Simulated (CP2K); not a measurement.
CdTe in CP2K: the effect of dispersion

Crystal: CdTe.

```xyz
2
Lattice="4.5326 0.0000 0.0000 2.2663 3.9253 0.0000 2.2663 1.3084 3.7008" Properties=species:S:1:pos:R:3 pbc="T T T"
Te    6.7988    3.9253    2.7756
Cd    0.0000    0.0000    0.0000
```

Alike in all runs:

| Property | Result |
| --- | --- |
| Program | CP2K 2026.2 |
| Task | relaxation of cell and atoms |
| Functional | PBE |
| Potentials or basis | POTENTIAL_UZH Te GTH-PBE-q6, Cd GTH-PBE-q12; DZVP-MOLOPT-PBE-GTH basis |
| Density cutoff | 6123 eV |
| k mesh | 6 × 6 × 6 |
| Occupations | fermi-dirac, width 0.05 eV |
| Spin | no spin polarisation |

Each run relaxes the cell or the atoms first.

One run gave: gap on the mesh 0.50 eV. Which dispersion did it use?
A. D2
B. D3
C. D3(BJ)
D. none
E. D4

D.

| dispersion | gap on the mesh (eV) |
| --- | --- |
| none | 0.50 |
| D2 | 0.65 |
| D3 | 0.62 |
| D3(BJ) | 0.64 |
| D4 | 0.64 |

Caveats: spin-orbit coupling is left out, which moves the levels of the heavy elements; the basis of atomic orbitals isn't converged, which shifts pressures, moduli and gaps; the real-space grid breaks the cell's symmetry a little.

A k mesh can miss the band edges.

A gap of «none» marks a metal or a gap under the smearing width.

Not every run made on this cell is shown here.
